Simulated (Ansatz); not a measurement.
Br:

```
Br
1.0
     3.36325   -2.32255    0.00000
     3.36325    2.32255    0.00000
     0.00000    0.00000    8.70230
Br
4
Direct
  0.36510 0.63490 0.39010
  0.13490 0.86510 0.89010
  0.63490 0.36510 0.60990
  0.86510 0.13490 0.10990
```

Program: Ansatz 0.2.0. Alike in all runs: task band structure; potentials or basis Ansatz PAW; cell as given.

Problem. Order these runs on this cell by their band gap on the k mesh, lowest first.
A. level r2SCAN; spin off; k mesh 6 × 6 × 4; cutoff (eV) 500; smearing fixed; level r2scan; run kind scf
B. level HSE06; spin off; k mesh 4 × 4 × 2; cutoff (eV) 420; smearing fermi-dirac 0.05 eV; points for each segment of the path 4
C. level PBE0; spin off; k mesh 6 × 6 × 2; cutoff (eV) 420; smearing fixed; level pbe0; run kind scf
D. level PBE; spin SOC, no magnetisation; k mesh 5 × 5 × 3; cutoff (eV) 420; smearing fermi-dirac 0.05 eV; points for each segment of the path 14
E. level r2SCAN50; spin off; k mesh 4 × 4 × 2; cutoff (eV) 500; smearing fermi-dirac 0.05 eV; points for each segment of the path 4

Solution. D (1.84 eV), A (2.17 eV), B (3.10 eV), C (3.84 eV), E (5.95 eV).

Caveats: the k mesh misses the band edges, so the gap on the mesh is wider than the one along the path (some runs).

Not every run made on this cell is shown here.
